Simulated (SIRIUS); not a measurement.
# ZrS (Fm-3m) in SIRIUS: convergence with density tolerance

Aim: find how far density tolerance must go before the results for ZrS settle, at PBEsol. This setting moves, with any that are tied to it; all else stays.

Everything below comes from runs of SIRIUS 7.12.0. Logs are shortened: lines on timing, memory, paths and dates and some standing lists are left out, and cuts for length are marked. The log counts tension as positive stress, the text compression.

### Step 1. Starting point

Symmetry: Fm-3m, No. 225, cubic system. Conventional cell: a = 5.250 Å, b = 5.250 Å, c = 5.250 Å, α = 90.00°, β = 90.00°, γ = 90.00°. Around Zr (site symmetry m-3m) lie 6 S at 2.62 Å. S (site symmetry m-3m) is surrounded by 6 Zr at 2.62 Å.

### Step 2. With density tolerance 0.01

Input file sirius.json:

```json
{
  "control": {
    "processing_unit": "cpu",
    "std_evp_solver_name": "lapack",
    "gen_evp_solver_name": "lapack",
    "verbosity": 2,
    "print_forces": true,
    "ortho_rf": true,
    "use_second_variation": true,
    "rmt_max": 3.0,
    "num_bands_to_print": 21,
    "save_wf": true
  },
  "parameters": {
    "electronic_structure_method": "full_potential_lapwlo",
    "xc_functionals": ["XC_GGA_X_PBE_SOL", "XC_GGA_C_PBE_SOL"],
    "core_relativity": "dirac",
    "valence_relativity": "iora",
    "num_fv_states": 21,
    "smearing": "fermi_dirac",
    "smearing_width": 0.0018374661,
    "pw_cutoff": 20,
    "gk_cutoff": 3.46,
    "lmax_apw": 10,
    "lmax_rho": 8,
    "lmax_pot": 8,
    "num_mag_dims": 0,
    "auto_rmt": 0,
    "ngridk": [9, 9, 9],
    "shiftk": [0, 0, 0],
    "num_dft_iter": 80,
    "energy_tol": 0.01,
    "density_tol": 0.01,
    "use_symmetry": true
  },
  "settings": {"tol_ne": 1e-10},
  "iterative_solver": {"type": "exact"},
  "mixer": {"type": "anderson", "beta": 0.5, "max_history": 8},
  "unit_cell": {
    "lattice_vectors": [[0.0, 4.9605310771, 4.9605310771], [4.9605310771, 0.0, 4.9605310771], [4.9605310771, 4.9605310771, 0.0]],
    "atom_types": ["S", "Zr"],
    "atom_files": {"S": "S.json", "Zr": "Zr.json"},
    "atoms": {"S": [[0.5, 0.5, 0.5]], "Zr": [[0.0, 0.0, 0.0]]}
  }
}
```

Input file S.json:

```json
{
  "name": "sulphur",
  "symbol": "S",
  "number": 16,
  "mass": 32.065,
  "rmin": 1e-06,
  "rmt": 2.29,
  "nrmt": 800,
  "rinf": 13.52,
  "core": "1s2s",
  "valence": [
    {"basis": [{"enu": 0.17, "dme": 0, "n": 0, "auto": 0}, {"enu": 0.17, "dme": 1, "n": 0, "auto": 0}]},
    {"l": 0, "n": 1, "basis": [{"enu": 0.1334, "dme": 0, "n": 0, "auto": 0}]},
    {"l": 1, "n": 2, "basis": [{"enu": 0.27, "dme": 0, "n": 0, "auto": 0}]},
    {"l": 2, "n": 3, "basis": [{"enu": 0.27, "dme": 0, "n": 0, "auto": 0}]},
    {"l": 3, "n": 4, "basis": [{"enu": 0.27, "dme": 0, "n": 0, "auto": 0}]}
  ],
  "lo": [
    {
      "l": 0,
      "basis": [{"enu": 0.1334, "dme": 0, "n": 0, "auto": 0}, {"enu": 0.1334, "dme": 1, "n": 0, "auto": 0}]
    },
    {
      "l": 0,
      "basis": [{"enu": 0.1334, "dme": 1, "n": 0, "auto": 0}, {"enu": 0.1334, "dme": 2, "n": 0, "auto": 0}]
    },
    {
      "l": 0,
      "basis": [{"enu": 0.1334, "dme": 0, "n": 0, "auto": 0}, {"enu": 2.4217, "dme": 0, "n": 0, "auto": 0}]
    },
    {"l": 1, "basis": [{"enu": 0.27, "dme": 0, "n": 0, "auto": 0}, {"enu": 0.27, "dme": 1, "n": 0, "auto": 0}]},
    {
      "l": 1,
      "basis": [{"enu": -5.2182, "dme": 0, "n": 2, "auto": 1}, {"enu": -5.2182, "dme": 1, "n": 2, "auto": 1}]
    },
    {
      "l": 1,
      "basis": [{"enu": -5.2182, "dme": 1, "n": 2, "auto": 1}, {"enu": 0.27, "dme": 0, "n": 0, "auto": 0}]
    },
    {"l": 1, "basis": [{"enu": 0.27, "dme": 0, "n": 0, "auto": 0}, {"enu": 3.7787, "dme": 0, "n": 0, "auto": 0}]},
    {"l": 2, "basis": [{"enu": 0.27, "dme": 0, "n": 0, "auto": 0}, {"enu": 0.27, "dme": 1, "n": 0, "auto": 0}]},
    {"l": 2, "basis": [{"enu": 0.27, "dme": 1, "n": 0, "auto": 0}, {"enu": 0.27, "dme": 2, "n": 0, "auto": 0}]},
    {"l": 2, "basis": [{"enu": 0.27, "dme": 0, "n": 0, "auto": 0}, {"enu": 3.2448, "dme": 0, "n": 0, "auto": 0}]},
    {"l": 3, "basis": [{"enu": 0.27, "dme": 0, "n": 0, "auto": 0}, {"enu": 0.27, "dme": 1, "n": 0, "auto": 0}]}
  ],
  "free_atom": [... radial grid and density of the free atom, the start of the SCF ...]
}
```

Input file Zr.json:

```json
{
  "name": "zirconium",
  "symbol": "Zr",
  "number": 40,
  "mass": 91.224,
  "rmin": 1e-06,
  "rmt": 2.54,
  "nrmt": 800,
  "rinf": 17.42,
  "core": "1s2s2p3s3p3d",
  "valence": [
    {"basis": [{"enu": 0.17, "dme": 0, "n": 0, "auto": 0}, {"enu": 0.17, "dme": 1, "n": 0, "auto": 0}]},
    {"l": 0, "n": 1, "basis": [{"enu": 0.27, "dme": 0, "n": 0, "auto": 0}]},
    {"l": 1, "n": 2, "basis": [{"enu": 0.27, "dme": 0, "n": 0, "auto": 0}]},
    {"l": 2, "n": 3, "basis": [{"enu": 0.27, "dme": 0, "n": 0, "auto": 0}]},
    {"l": 3, "n": 4, "basis": [{"enu": 0.27, "dme": 0, "n": 0, "auto": 0}]}
  ],
  "lo": [
    {"l": 0, "basis": [{"enu": 0.27, "dme": 0, "n": 0, "auto": 0}, {"enu": 0.27, "dme": 1, "n": 0, "auto": 0}]},
    {
      "l": 0,
      "basis": [{"enu": -1.5912, "dme": 0, "n": 4, "auto": 1}, {"enu": -1.5912, "dme": 1, "n": 4, "auto": 1}]
    },
    {
      "l": 0,
      "basis": [{"enu": -1.5912, "dme": 1, "n": 4, "auto": 1}, {"enu": 0.27, "dme": 0, "n": 0, "auto": 0}]
    },
    {"l": 0, "basis": [{"enu": 0.27, "dme": 0, "n": 0, "auto": 0}, {"enu": 2.75, "dme": 0, "n": 0, "auto": 0}]},
    {"l": 1, "basis": [{"enu": 0.27, "dme": 0, "n": 0, "auto": 0}, {"enu": 0.27, "dme": 1, "n": 0, "auto": 0}]},
    {
      "l": 1,
      "basis": [{"enu": -0.7859, "dme": 0, "n": 4, "auto": 1}, {"enu": -0.7859, "dme": 1, "n": 4, "auto": 1}]
    },
    {
      "l": 1,
      "basis": [{"enu": -0.7859, "dme": 1, "n": 4, "auto": 1}, {"enu": 0.27, "dme": 0, "n": 0, "auto": 0}]
    },
    {"l": 1, "basis": [{"enu": 0.27, "dme": 0, "n": 0, "auto": 0}, {"enu": 3.122, "dme": 0, "n": 0, "auto": 0}]},
    {"l": 2, "basis": [{"enu": 0.27, "dme": 0, "n": 0, "auto": 0}, {"enu": 0.27, "dme": 1, "n": 0, "auto": 0}]},
    {"l": 2, "basis": [{"enu": 0.27, "dme": 1, "n": 0, "auto": 0}, {"enu": 0.27, "dme": 2, "n": 0, "auto": 0}]},
    {"l": 2, "basis": [{"enu": 0.27, "dme": 0, "n": 0, "auto": 0}, {"enu": 2.688, "dme": 0, "n": 0, "auto": 0}]},
    {"l": 3, "basis": [{"enu": 0.27, "dme": 0, "n": 0, "auto": 0}, {"enu": 0.27, "dme": 1, "n": 0, "auto": 0}]},
    {"l": 3, "basis": [{"enu": 0.27, "dme": 0, "n": 0, "auto": 0}, {"enu": 2.967, "dme": 0, "n": 0, "auto": 0}]}
  ],
  "free_atom": [... radial grid and density of the free atom, the start of the SCF ...]
}
```

Input file sirius_start.json:

```json
{
  "control": {
    "processing_unit": "cpu",
    "std_evp_solver_name": "lapack",
    "gen_evp_solver_name": "lapack",
    "verbosity": 1,
    "print_forces": false,
    "ortho_rf": true,
    "use_second_variation": true,
    "rmt_max": 3.0,
    "num_bands_to_print": 21,
    "save_wf": false
  },
  "parameters": {
    "electronic_structure_method": "full_potential_lapwlo",
    "xc_functionals": ["XC_LDA_X", "XC_LDA_C_PW"],
    "core_relativity": "dirac",
    "valence_relativity": "iora",
    "num_fv_states": 21,
    "smearing": "fermi_dirac",
    "smearing_width": 0.0055123983,
    "pw_cutoff": 20,
    "gk_cutoff": 2.77,
    "lmax_apw": 10,
    "lmax_rho": 8,
    "lmax_pot": 8,
    "num_mag_dims": 0,
    "auto_rmt": 0,
    "ngridk": [4, 4, 4],
    "shiftk": [0, 0, 0],
    "num_dft_iter": 30,
    "energy_tol": 0.01,
    "density_tol": 0.05,
    "use_symmetry": true
  },
  "settings": {"tol_ne": 1e-10},
  "iterative_solver": {"type": "exact"},
  "mixer": {"type": "anderson", "beta": 0.5, "max_history": 8},
  "unit_cell": {
    "lattice_vectors": [[0.0, 4.9605310771, 4.9605310771], [4.9605310771, 0.0, 4.9605310771], [4.9605310771, 4.9605310771, 0.0]],
    "atom_types": ["S", "Zr"],
    "atom_files": {"S": "S.json", "Zr": "Zr.json"},
    "atoms": {"S": [[0.5, 0.5, 0.5]], "Zr": [[0.0, 0.0, 0.0]]}
  }
}
```

Potentials or basis: all-electron FP-LAPW, apw+lo standard.

Run with:

```bash
$ OMP_NUM_THREADS=1 sirius.scf --input=sirius_start.json --output=start.json
$ OMP_NUM_THREADS=1 sirius.scf --input=sirius.json --output=output.json --task=1
```

Wall time 29 s (1 thread of Arm Neoverse V1, shared host); peak memory 0.4 GiB.

What came out:

```
Free energy                                       : -108733.0223 eV
Band gap on the k mesh                            : none (metal or under the smearing width)
All electrons inside the program's atomic spheres : Zr 37.86; S 14.99 (radii S 2.29, Zr 2.54 bohr)
```

### Step 3. With density tolerance 0.001

sirius.json, as its differences from that of step 2:

```diff
@@ -32,3 +32,3 @@
     "energy_tol": 0.01,
-    "density_tol": 0.01,
+    "density_tol": 0.001,
     "use_symmetry": true
```

S.json is that of step 2.

Zr.json is that of step 2.

sirius_start.json is that of step 2.

Potentials or basis: all-electron FP-LAPW, apw+lo standard.

Run with:

```bash
$ OMP_NUM_THREADS=1 sirius.scf --input=sirius_start.json --output=start.json
$ OMP_NUM_THREADS=1 sirius.scf --input=sirius.json --output=output.json --task=1
```

It took 36 s on 1 thread of Arm Neoverse V1, shared host; peak memory 0.4 GiB.

Results:

```
Free energy                                       : -108733.0227 eV
Band gap on the k mesh                            : none (metal or under the smearing width)
All electrons inside the program's atomic spheres : Zr 37.86; S 14.99 (radii S 2.29, Zr 2.54 bohr)
```

### Step 4. With density tolerance 0.0001

sirius.json, as its differences from that of step 3:

```diff
@@ -32,3 +32,3 @@
     "energy_tol": 0.01,
-    "density_tol": 0.001,
+    "density_tol": 0.0001,
     "use_symmetry": true
```

S.json is that of step 3.

Zr.json is that of step 3.

sirius_start.json is that of step 3.

Run with:

```bash
$ OMP_NUM_THREADS=1 sirius.scf --input=sirius_start.json --output=start.json
$ OMP_NUM_THREADS=1 sirius.scf --input=sirius.json --output=output.json --task=1
```

Wall time 40 s (1 thread of Arm Neoverse V1, shared host); peak memory 0.4 GiB.

What came out:

- Free energy: -108733.0227 eV
- Band gap on the k mesh: none (metal or under the smearing width)
- All electrons inside the program's atomic spheres: Zr 37.86; S 14.99 (radii S 2.29, Zr 2.54 bohr)

### Step 5. With density tolerance 1e-05

sirius.json, as its differences from that of step 4:

```diff
@@ -32,3 +32,3 @@
     "energy_tol": 0.01,
-    "density_tol": 0.0001,
+    "density_tol": 1e-05,
     "use_symmetry": true
```

S.json is that of step 4.

Zr.json is that of step 4.

sirius_start.json is that of step 4.

Run with:

```bash
$ OMP_NUM_THREADS=1 sirius.scf --input=sirius_start.json --output=start.json
$ OMP_NUM_THREADS=1 sirius.scf --input=sirius.json --output=output.json --task=1
```

Run time: 44 s. Hardware: 1 thread of Arm Neoverse V1, shared host; peak memory 0.41 GiB.

Results:

```yaml
Free_energy: -108733.0227 eV
Band_gap_on_the_k_mesh: none (metal or under the smearing width)
All_electrons_inside_the_program's_atomic_spheres: Zr 37.86; S 14.99 (radii S 2.29, Zr 2.54 bohr)
```

### Step 6. With density tolerance 1e-06

sirius.json, as its differences from that of step 5:

```diff
@@ -32,3 +32,3 @@
     "energy_tol": 0.01,
-    "density_tol": 1e-05,
+    "density_tol": 1e-06,
     "use_symmetry": true
```

S.json is that of step 5.

Zr.json is that of step 5.

sirius_start.json is that of step 5.

Potentials or basis: all-electron FP-LAPW, apw+lo standard.

Run with:

```bash
$ OMP_NUM_THREADS=1 sirius.scf --input=sirius_start.json --output=start.json
$ OMP_NUM_THREADS=1 sirius.scf --input=sirius.json --output=output.json --task=1
```

Wall time 48 s (1 thread of Arm Neoverse V1, shared host); peak memory 0.41 GiB.

It converged, with:

* Free energy: -108733.0227 eV
* Band gap on the k mesh: none (metal or under the smearing width)
* All electrons inside the program's atomic spheres: Zr 37.86; S 14.99 (radii S 2.29, Zr 2.54 bohr)

### Step 7. With density tolerance 1e-07

sirius.json, as its differences from that of step 6:

```diff
@@ -32,3 +32,3 @@
     "energy_tol": 0.01,
-    "density_tol": 1e-06,
+    "density_tol": 1e-07,
     "use_symmetry": true
```

S.json is that of step 6.

Zr.json is that of step 6.

sirius_start.json is that of step 6.

Potentials or basis: all-electron FP-LAPW, apw+lo standard.

Run with:

```bash
$ OMP_NUM_THREADS=1 sirius.scf --input=sirius_start.json --output=start.json
$ OMP_NUM_THREADS=1 sirius.scf --input=sirius.json --output=output.json --task=1
```

The log of the run:

```text
[info] SIRIUS version : 7.12.0
[info] number of MPI ranks           : 1
[info] MPI grid                      : 1 1
[info] maximum number of OMP threads : 1
[fft] FFT context for density and potential
[fft] =====================================
[fft]   plane wave cutoff                     : 20
[fft]   grid size                             : 48 48 48   total : 110592
[fft]   grid limits                           : -23 24   -23 24   -23 24
[fft]   number of G-vectors within the cutoff : 33079
[fft]   number of G-shells                    : 892
[fft] FFT context for coarse grid
[fft] =====================================
[fft]   plane wave cutoff                     : 6.92
[fft]   grid size                             : 18 18 18   total : 5832
[fft]   grid limits                           : -8 9   -8 9   -8 9
[fft]   number of G-vectors within the cutoff : 1363
[fft]   number of G-shells                    : 56
[unit cell] lattice vectors
[unit cell]   a1 :       0.0000000000      4.9605310771      4.9605310771
[unit cell]   a2 :       4.9605310771      0.0000000000      4.9605310771
[unit cell]   a3 :       4.9605310771      4.9605310771      0.0000000000
[unit cell] reciprocal lattice vectors
[unit cell]   b1 :      -0.6333178050      0.6333178050      0.6333178050
[unit cell]   b2 :       0.6333178050     -0.6333178050      0.6333178050
[unit cell]   b3 :       0.6333178050      0.6333178050     -0.6333178050
[unit cell] unit cell volume :       244.12627247 [a.u.^3]
[unit cell] 1/sqrt(omega)    :         0.06400188
[unit cell] MT volume        :       118.94510866 (48.72%)
[unit cell] IT volume        :       125.18116381 (51.28%)
[unit cell] number of atom types : 2
[unit cell] type id : 0 symbol :  S mt_radius :   2.290000 num_atoms : 1
[unit cell] type id : 1 symbol : Zr mt_radius :   2.540000 num_atoms : 1
[unit cell] total number of atoms : 2
[unit cell] number of symmetry classes : 2
[unit cell] atom id  type id  class id             position                      vector_field
[unit cell] ------------------------------------------------------------------------------------------
[unit cell]      0        0        0      0.50000   0.50000   0.50000      0.00000   0.00000   0.00000
[unit cell]      1        1        1      0.00000   0.00000   0.00000      0.00000   0.00000   0.00000
[unit cell] atom id         position (Cartesian, a.u.)
[unit cell] ---------------------------------------------
[unit cell]      0       4.960531    4.960531    4.960531
[unit cell]      1       0.000000    0.000000    0.000000
[unit cell] class id : 0 atom id : 0
[... 355 lines left out ...]
[diagonalize] ik:   33   -5.221217   -5.221217   -5.221217   -1.466496   -0.667147   -0.665070   -0.662552   -0.173779    0.141773    0.143840    0.167882    0.316258    0.415255    0.433773    0.450513    0.457602    0.567829    0.642969    0.687890    0.757104    0.764137
[diagonalize] ik:   34   -5.221217   -5.221217   -5.221217   -1.466507   -0.666733   -0.665136   -0.662843   -0.171524    0.131646    0.153122    0.153694    0.350344    0.384649    0.431100    0.451759    0.462799    0.615926    0.643768    0.667294    0.707825    0.769422
[generate_core_charge_density] atom class : 0
[generate_core_charge_density]   n,l,k : 1 0 1  energy :         -87.73632388
[generate_core_charge_density]   n,l,k : 2 0 1  energy :          -7.24023078
[generate_core_charge_density] atom class : 1
[generate_core_charge_density]   n,l,k : 1 0 1  energy :        -653.82642859
[generate_core_charge_density]   n,l,k : 2 0 1  energy :         -90.12559858
[generate_core_charge_density]   n,l,k : 2 1 1  energy :         -82.47259298
[generate_core_charge_density]   n,l,k : 2 1 2  energy :         -79.32037559
[generate_core_charge_density]   n,l,k : 3 0 1  energy :         -14.31506191
[generate_core_charge_density]   n,l,k : 3 1 1  energy :         -11.46674644
[generate_core_charge_density]   n,l,k : 3 1 2  energy :         -10.96454818
[generate_core_charge_density]   n,l,k : 3 2 2  energy :          -5.93833113
[... 28 lines left out ...]
[find] valence_eval_sum               :     -36.80764745
[find] core_eval_sum                  :   -2313.95160796
[find] kinetic energy                 :    4116.60738671
[find] enuc                           :   -4831.53156559
[find] <rho|V^{XC}>                   :    -180.22382457
[find] <rho|E^{XC}>                   :    -137.36885594
[find] <mag|B^{XC}>                   :       0.00000000
[find] <rho|V^{H}>                    :   -6287.14281757
[find] smearing (-TS)                 :      -0.00043779
[find] SCF correction                 :      -0.00000002
[find] Total energy                   :   -3995.86444363 (Ha),   -7991.72888725 (Ry)
[find] Free energy (E-TS)             :   -3995.86488142 (Ha),   -7991.72976284 (Ry)
[find] band gap (eV)                  :       0.00000000
[find] Efermi                         :       0.37351597
[find] iteration : 9, RMS (target) : 1.5292e-08 (1.0000e-07) , energy difference (target) : -6.7303e-11 (1.0000e-02)
[find] converged after 10 SCF iterations!
[find] Charges and magnetic moments
[find] --------------------------------------------------------------------------------
[find] atom      charge    core leakage
[find] --------------------------------------------------------------------------------
[find]    0   14.989008    3.110150e-06
[find]    1   37.860762    4.425294e-06
[find] total core leakage    : 7.53544429e-06
[find] interstitial charge   : 3.150221
[find] total charge          : 55.999991
[find] Energy
[find] --------------------------------------------------------------------------------
[find] valence_eval_sum               :     -36.80764745
[find] core_eval_sum                  :   -2313.95160796
[find] kinetic energy                 :    4116.60738671
[find] enuc                           :   -4831.53156559
[find] <rho|V^{XC}>                   :    -180.22382457
[find] <rho|E^{XC}>                   :    -137.36885594
[find] <mag|B^{XC}>                   :       0.00000000
[find] <rho|V^{H}>                    :   -6287.14281757
[find] smearing (-TS)                 :      -0.00043779
[find] SCF correction                 :      -0.00000002
[find] Total energy                   :   -3995.86444363 (Ha),   -7991.72888725 (Ry)
[find] Free energy (E-TS)             :   -3995.86488142 (Ha),   -7991.72976284 (Ry)
[find] band gap (eV)                  :       0.00000000
[find] Efermi                         :       0.37351597
[ground_state]
[ground_state] ==== total Forces in Ha/bohr =====
[ground_state] atom:    0, force:       0.0000000      0.0000000      0.0000000
[ground_state] atom:    1, force:       0.0000000      0.0000000      0.0000000
[ground_state] ==== contribution from density =====
[ground_state] atom:    0, force:       0.0000000      0.0000000      0.0000000
[ground_state] atom:    1, force:       0.0000000      0.0000000      0.0000000
[ground_state] ==== contribution from Hartree potential =====
[ground_state] atom:    0, force:       0.0000000      0.0000000      0.0000000
[ground_state] atom:    1, force:       0.0000000      0.0000000      0.0000000
[ground_state] ==== contribution from IBS =====
[ground_state] atom:    0, force:       0.0000000      0.0000000      0.0000000
[ground_state] atom:    1, force:       0.0000000      0.0000000      0.0000000
```

Wall time 55 s (1 thread of Arm Neoverse V1, shared host); peak memory 0.41 GiB.

Results:

```yaml
Free_energy: -108733.0227 eV
Band_gap_on_the_k_mesh: none (metal or under the smearing width)
All_electrons_inside_the_program's_atomic_spheres: Zr 37.86; S 14.99 (radii S 2.29, Zr 2.54 bohr)
```

### Step 8. Result

```csv
density tolerance,"energy less the tightest run, at zero smearing (meV/atom)",SCF cycles,CPU time (s),peak memory (GiB)
0.01,0.18,3,29,0.4
0.001,0.00,5,36,0.4
0.0001,0.00,6,40,0.4
1e-05,0.00,7,44,0.41
1e-06,0.00,8,48,0.41
1e-07,0.00,10,55,0.41
```

Against the tightest run, the energy stays within 1 meV/atom from 0.01 on. The tightest run that finished is the yardstick and may itself not be fully converged.
